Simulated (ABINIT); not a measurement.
ZrS2:

```
Zr S
1.0
     3.69138    0.00000    0.00000
    -1.84569    3.19683    0.00000
     0.00000    0.00000    6.04108
Zr S
1 2
Cartesian
  0.0000 0.0000 0.0000
  0.0000 2.1312 1.4372
  1.8457 1.0656 4.6038
```

The cell is a database's computed one.

Base run:

- Program: ABINIT 10.8.3 (patched build)
- Functional: PBE
- Potentials or basis: JTH PAW PBE v2.0
- Cutoff: 544 eV
- k mesh: 6 × 6 × 4
- Occupations: fermi-dirac, width 0.05 eV
- Spin: no spin polarisation

Its results: band gap on the k mesh 1.07 eV, indirect (least direct gap 1.63 eV); pressure 0.4 GPa; largest force 0.025 eV/Å.

Q: The run is repeated on the same cell with these changes: k mesh from 6 × 6 × 4 to 5 × 5 × 3. What comes out?

A: Band gap on the k mesh 1.15 eV, indirect (least direct gap 1.63 eV); pressure 0.5 GPa; largest force 0.017 eV/Å.

Caveats: this functional lacks dispersion, which binds the layers, so the pressure and a relaxed spacing across them are unreliable; an odd mesh through Γ misses points on the zone boundary, where band edges often lie (some runs).
